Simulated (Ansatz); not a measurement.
# HfB$_{2}$: computed DOS

```cif
data_structure
_symmetry_space_group_name_H-M 'P 1'
_symmetry_Int_Tables_number 1
_cell_length_a 3.1400
_cell_length_b 3.1400
_cell_length_c 3.4800
_cell_angle_alpha 90.000
_cell_angle_beta 90.000
_cell_angle_gamma 120.000
_cell_volume 29.71
loop_
_atom_site_label
_atom_site_type_symbol
_atom_site_fract_x
_atom_site_fract_y
_atom_site_fract_z
_atom_site_occupancy
Hf1 Hf 0.00000 0.00000 0.00000 1
B1 B 0.33333 0.66667 0.50000 1
B2 B 0.66667 0.33333 0.50000 1
```

The runs use the primitive cell with vectors (3.140, 0.000, 0.000), (-1.570, 2.719, 0.000), (0.000, 0.000, 3.480) Å, to which the k mesh refers.

The cell is COD entry 1510711, as deposited and not checked against the literature; nothing was relaxed.

Spin–orbit coupling is left out, though it moves levels of the heavy atoms by tenths of an eV or more.

These are results of DFT, PBE, all-electron LAPW, scalar-relativistic in Ansatz 0.2.0, not measurements.

Numerical set-up: a Γ-centred 13×13×11 k mesh, Fermi–Dirac smearing of 0.05 eV, basis error target 0.5 meV/atom, no spin polarisation.

**Question.** Which of the resolved shells contributes most within 0.3 eV of the Fermi level?

**Answer.** Hf 5d, with 71 % of all states there; B 2p follows with 26 %.

**Question.** Where is the centre of the filled Hf 5d states between -14 eV and the top of the filled states?

**Answer.** -4.45 eV from the Fermi level.

**Question.** Tabulate the density of states.

**Answer.** States per eV and cell, averaged over 0.6 eV, from -10.0 to 4.2 eV, with energies (bin centres) from the Fermi level; empty bins are left out. The partial columns, the largest 4 alone, are projections on Löwdin-orthogonalised atomic shells (those that the program's projection atoms carry: the occupied ones and, for some elements, an empty d or f shell; other empty shells have no column), summed over atoms of an element. Weights on diffuse s and p shells depend on that basis and aren't pure angular character.
| E (eV) | total | Hf 5d | B 2p | B 2s | Hf 6s |
| --- | --- | --- | --- | --- | --- |
| -9.8 | 0.55 | 0.13 | 0.19 | 0.20 | 0.01 |
| -9.2 | 0.21 | 0.04 | 0.08 | 0.08 | 0.00 |
| -8.6 | 0.48 | 0.09 | 0.21 | 0.15 | 0.01 |
| -8.0 | 0.69 | 0.13 | 0.34 | 0.18 | 0.01 |
| -7.4 | 0.63 | 0.12 | 0.34 | 0.13 | 0.02 |
| -6.8 | 0.68 | 0.13 | 0.39 | 0.10 | 0.03 |
| -6.2 | 0.71 | 0.14 | 0.44 | 0.07 | 0.03 |
| -5.6 | 1.02 | 0.19 | 0.70 | 0.06 | 0.03 |
| -5.0 | 1.06 | 0.24 | 0.71 | 0.06 | 0.02 |
| -4.4 | 1.40 | 0.36 | 0.93 | 0.05 | 0.03 |
| -3.8 | 2.18 | 0.66 | 1.40 | 0.03 | 0.03 |
| -3.2 | 1.42 | 0.48 | 0.89 | 0.01 | 0.01 |
| -2.6 | 1.15 | 0.60 | 0.51 | 0.01 | 0.01 |
| -2.0 | 0.87 | 0.57 | 0.27 | 0.00 | 0.01 |
| -1.4 | 0.59 | 0.41 | 0.16 | 0.00 | 0.01 |
| -0.8 | 0.26 | 0.19 | 0.06 | 0.00 | 0.00 |
| -0.2 | 0.14 | 0.10 | 0.03 | 0.00 | 0.00 |
| 0.4 | 0.41 | 0.27 | 0.12 | 0.00 | 0.00 |
| 1.0 | 0.73 | 0.48 | 0.23 | 0.01 | 0.00 |
| 1.6 | 1.14 | 0.66 | 0.37 | 0.06 | 0.01 |
| 2.2 | 1.01 | 0.66 | 0.26 | 0.05 | 0.01 |
| 2.8 | 1.19 | 0.82 | 0.25 | 0.06 | 0.02 |
| 3.4 | 1.24 | 0.84 | 0.25 | 0.08 | 0.02 |
| 4.0 | 1.52 | 0.99 | 0.33 | 0.10 | 0.04 |
